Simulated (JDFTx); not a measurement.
## Ta under changes of volume

One of the cells (18.010 Å³/atom); the others are scaled copies at fixed shape and fractional positions:

```
Ta
1.0
    -1.65128    1.65128    1.65128
     1.65128   -1.65128    1.65128
     1.65128    1.65128   -1.65128
Ta
1
Cartesian
  0.0000 0.0000 0.0000
```

| Quantity | Value |
| --- | --- |
| Program | JDFTx 1.7.0 (patched build) |
| Functional | PBE |
| Potentials or basis | PseudoDojo-SR-PBE-0.5-standard |
| Cutoff | 789 eV |
| Density cutoff | 3157 eV |
| k mesh | 11 × 11 × 11 |
| Occupations | fermi-dirac, width 0.05 eV |
| Spin | no spin polarisation |

```tsv
volume (Å³/atom)	energy over the lowest point (meV/atom)	pressure (GPa)
16.930	?	?
17.290	31.19	11.7
17.650	10.76	6.9
18.010	0.76	2.6
18.371	0.00	-1.3
18.731	7.50	-4.9
19.091	22.45	-8.1
```

Question: What does the run at 16.930 Å³/atom give?

Answer: Energy over the lowest point 63.36 meV/atom; pressure 17.1 GPa.

Worked out: A Birch-Murnaghan fit of order 3 (a polynomial in V^(-2/3)) to the other rows has its minimum at 18.22 Å³/atom with B0 = V·E''(V) = 195 GPa and B' = 4.7. It gives 63.21 meV/atom at 16.930 Å³/atom, against the run's 63.36, and -dE/dV = 17.0 GPa, against 17.1.

Energies are extrapolated to zero smearing.
